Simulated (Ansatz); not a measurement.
The system is Re.

```xyz
2
Lattice="2.7608 0.0000 0.0000 -1.3804 2.3909 0.0000 0.0000 0.0000 4.4582" Properties=species:S:1:pos:R:3 pbc="T T T"
Re    1.3804    0.7970    3.3436
Re    0.0000    1.5939    1.1145
```

Program: Ansatz 0.2.0. Alike in all runs: task single point; potentials or basis Ansatz PAW; cell as given; smearing fermi-dirac 0.05 eV; the mesh is coarse, so values aren't converged.

**Question.** Order these runs on this cell by their pressure, lowest first.
A. level PBEsol0; spin off; k mesh 6 × 6 × 3; cutoff (eV) 420
B. level r2SCAN0; spin off; k mesh 6 × 6 × 3; cutoff (eV) 500
C. level HSE06; spin SOC, no magnetisation; k mesh 5 × 5 × 3; cutoff (eV) 420
D. level r2SCAN50; spin off; k mesh 6 × 6 × 3; cutoff (eV) 500
E. level HF; spin off; k mesh 6 × 6 × 3; cutoff (eV) 420

**Answer.** D (-17.4 GPa), A (-11.9 GPa), B (-9.0 GPa), C (-5.9 GPa), E (-3.6 GPa).

Caveats: all runs use coarse meshes; the PAW data sets come from PBE, with cores solved anew for the run's functional, which leaves a small shift of forces and pressure; the thresholds are loose for stress; so large a pressure means that the cell lies far from this level's equilibrium, or that cutoff or potentials fall short (some runs).
